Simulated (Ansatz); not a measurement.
# Ir (hcp type): the cost of one run

Method: DFT, PBE, PAW with Ansatz's default frozen-core files, scalar-relativistic, in Ansatz 0.2.0.

## Step 1: The starting structure

The structure is hexagonal, space group P6_3/mmc (No. 194). The conventional cell has a = 2.745 Å, b = 2.745 Å, c = 4.447 Å, α = 90.00°, β = 90.00°, γ = 120.00°. Around Ir (site symmetry -6m2) lie 12 Ir at 2.73 to 2.74 Å.

Coordinates:

```
CELL_PARAMETERS angstrom
2.74486 0.00000 0.00000
-1.37243 2.37712 0.00000
0.00000 0.00000 4.44668
ATOMIC_POSITIONS crystal
Ir 0.33333 0.66667 0.25000
Ir 0.66667 0.33333 0.75000
```

Atoms are numbered in the order of the input: Ir1, Ir2.

## Step 2: Bulk cell relaxed, PAW

File input.yaml:

```yaml
crystal:
  lattice:
    - [2.7448628762, 0.0, 0.0]
    - [-1.3724314381, 2.3771209807, 0.0]
    - [0.0, 0.0, 4.4466778595]
  atoms:
    - { symbol: Ir, position: [0.3333333333, 0.6666666667, 0.25] }
    - { symbol: Ir, position: [0.6666666667, 0.3333333333, 0.75] }
kpoints:
  mp_grid: { grid: [18, 18, 10] }
scf:
  occupations: { method: fermi_dirac, width: 0.08 }
hamiltonian:
  xc: pbe
  pseudopotentials: { kind: paw }
output:
  forces: true
  stress: true
  write_density: true
  write_potential: true
  elf: true
  volumetric_format: npy
relax:
  f_tol: 0.005
  max_steps: 40
  cell: {}
```

Command:

```bash
> ansatz run input.yaml --threads 2 --pin off --max-ram 4096MiB --backend cpu --events-out ev --progress --plain --runs-dir out
```

Q: Estimate wall time and peak memory on 2 threads of Intel Xeon 6975P-C (Granite Rapids), shared host.

About 5.9 s, with a peak of 0.46 GiB.
